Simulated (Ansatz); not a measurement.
Write the native input for Ansatz 0.2.0 that does the following.

```yaml
Task: single point
Functional: PBE
Potentials_or_basis: Ansatz PAW
Cutoff: "420 eV (not typed: the program's choice for these potentials)"
k_mesh: 12 × 12 × 11
Occupations: gaussian, width 0.021 eV
Spin: no spin polarisation
```

Si:

```xyz
1
Lattice="2.6205 0.0000 0.0000 -1.3103 2.2695 0.0000 0.0000 0.0000 2.4664" Properties=species:S:1:pos:R:3 pbc="T T T"
Si    0.0000    0.0000    0.0000
```

This isn't the form of Si at room conditions, which is diamond.

These files were run (other wordings do the same):

input.yaml

```yaml
crystal:
  lattice:
    - [2.6205428149, 0.0, 0.0]
    - [-1.3102714075, 2.2694566494, 0.0]
    - [0.0, 0.0, 2.46635439]
  atoms:
    - { symbol: Si, position: [0.0, 0.0, 0.0] }
hamiltonian:
  xc: pbe
  pseudopotentials: { kind: paw }
kpoints:
  mp_grid: { grid: [12, 12, 11] }
scf:
  occupations: { method: gaussian, width: 0.021 }
output:
  forces: true
  stress: true
  eigenvalues: true
```

Potentials or basis: Ansatz PAW.

Run with:

```bash
$ ansatz run input.yaml --threads 2 --pin off --max-ram 5632MiB --backend cpu --events-out ev --progress --plain --runs-dir out
```

Results of the run:

```
Pressure               : 3.1 GPa
Band gap on the k mesh : none (metal or under the smearing width)
```

Wall time 0.47 s on 2 threads of Arm Neoverse V2, with other jobs on the host, peak memory 0.25 GiB.
